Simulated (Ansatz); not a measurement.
What does this script print? It uses the Python package of Ansatz (0.2.0).

`ase_relax_sic.py`:
```python
"""ASE drives the relaxation of SiC."""

import warnings

import ansatz as az
from ase import Atoms
from ase.calculators.calculator import Calculator, all_changes
from ase.optimize import FIRE
import numpy as np


class Ansatz(Calculator):
    implemented_properties = ["energy", "free_energy", "forces"]

    def calculate(self, atoms=None, properties=("energy",), system_changes=all_changes):
        super().calculate(atoms, properties, system_changes)
        bare = self.atoms.copy()
        bare.set_constraint()
        bare.set_momenta(None)
        job = (
            az.Crystal.from_ase(bare).calculation()
            .kpoints(3, 3, 3)
            .mixing("anderson", ndim=6, beta=0.4)
            .basis(28 * az.Ry)
            .occupations(az.OccupationsMethod.METHFESSEL_PAXTON, width=0.3)
            .scf(max_iterations=150, extra_bands=12)
            .functional(az.Functional.PBESOL, dispersion="D4")
            .forces()
        )
        report = job.run().report
        self.results["energy"] = self.results["free_energy"] = report["lagrangian_ev"]
        self.results["forces"] = np.array(report["forces_ev_ang"])

warnings.simplefilter("ignore")
atoms = Atoms(
    ["Si", "C"],
    cell=[(0.0, 2.179, 2.179), (2.179, 0.0, 2.179), (2.179, 2.179, 0.0)],
    scaled_positions=[
        (0.0, 0.0, 0.0),
        (0.25, 0.25, 0.25),
    ],
    pbc=True,
)
atoms.rattle(0.07, seed=7)
atoms.calc = Ansatz()
before = atoms.get_potential_energy(), atoms.get_volume()
optimiser = FIRE(atoms, logfile=None)


def tell():
    fmax = np.linalg.norm(atoms.get_forces(), axis=1).max()
    print(f"step {optimiser.nsteps:2d}  E = {atoms.get_potential_energy():.5f} eV  fmax = {fmax:.4f}  V = {atoms.get_volume():.3f} A^3")


optimiser.attach(tell)
met = optimiser.run(fmax=0.02, steps=20)
print("threshold met:", bool(met), " energy gained:", round(before[0] - atoms.get_potential_energy(), 5), "eV")
print("cell lengths and angles:", np.round(atoms.cell.cellpar(), 3))
print(np.round(atoms.get_scaled_positions(), 4))
```

Output of `python ase_relax_sic.py`:
```text
step  0  E = -868.46675 eV  fmax = 1.7878  V = 20.692 A^3
step  1  E = -868.51819 eV  fmax = 1.0941  V = 20.692 A^3
step  2  E = -868.54919 eV  fmax = 0.1018  V = 20.692 A^3
step  3  E = -868.54923 eV  fmax = 0.0920  V = 20.692 A^3
step  4  E = -868.54931 eV  fmax = 0.0733  V = 20.692 A^3
step  5  E = -868.54940 eV  fmax = 0.0476  V = 20.692 A^3
step  6  E = -868.54945 eV  fmax = 0.0173  V = 20.692 A^3
threshold met: True  energy gained: 0.0827 eV
cell lengths and angles: [ 3.082  3.082  3.082 60.    60.    60.   ]
[[0.9732 0.0271 0.0066]
 [0.2235 0.2773 0.2564]]
```

Caveats:
- These settings explore the input space; cutoff and mesh may be short of convergence.
- The cutoff lies under the one recommended for these potentials.
- The calculator gives ASE the free energy under both names; ASE's own meaning of energy is the limit of zero smearing.
- The k-point mesh is coarse, and energy and stress weren't tested for convergence.
- The structure is a deposited one; some such entries were measured under pressure or heat, so a shift against it needn't be the functional's error alone.
- The script silences warnings, which a real study should read.
- It ran for 5.8 s on 1 thread of Arm Neoverse V2 (shared host), peak memory 0.36 GiB.
